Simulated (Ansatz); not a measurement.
BN, space group Fmm2, a phonon calculation by linear response

Computed with the Ansatz DFT code, driven from Python.

Interactive session:
```pycon
>>> from pathlib import Path
>>> import warnings
>>> import ansatz as az
>>> import numpy as np
>>> warnings.simplefilter("ignore", az.DeckWarning)
>>> crystal = (
...     az.Lattice.of((0.0, 3.495316, 2.166091), (1.251632, 0.0, 2.166091), (1.251632, 3.495316, 0.0))
...     .atom("B", (4.9e-05, 4.9e-05, 0.999951))
...     .atom("N", (2 / 3, 2 / 3, 1 / 3))
... )
>>> crystal.resolved().sites[-1]
Site(symbol='N', position=(0.6666666666666666, 0.6666666666666666, 0.3333333333333333), moment=None, axis=None, held=None, saved=None)
>>> calculation = crystal.calculation()
>>> calculation = calculation.functional("lda")
>>> calculation = calculation.basis(420)
>>> calculation = calculation.occupations("Fixed").kpoints(8, 8, 8)
>>> calculation = calculation.phonons("dfpt", points=[(0, 0, 0), (0.5, 0, 0.5)])
>>> done = calculation.run(runs_dir="runs")
>>> ph = done.phonons
>>> for q in ph.qpoints:
...     print("q =", np.round(q.q_frac, 3), "1/cm:", " ".join(f"{w:.1f}" for w in q.omega_inv_cm))
...
q = [0. 0. 0.] 1/cm: -0.0 0.0 0.0 777.0 1355.3 1356.2
q = [0.5 0.  0.5] 1/cm: -28.8 48.7 59.4 815.8 1355.5 1357.3
```

Caveats:
- The cell isn't relaxed first, so the values belong to this volume.
- A negative frequency stands for an imaginary mode.
- No non-analytic term is added, so at the zone centre the longitudinal optical modes of a polar crystal aren't split off.
- The structure comes from a database of computed cells and needn't be a stable or known phase.
- The structure is taken as given; imaginary modes can come from an unrelaxed or unstable start.
- Finished in 15 s on 1 thread of Arm Neoverse V2, with other jobs on the host, peak memory 0.4 GiB.
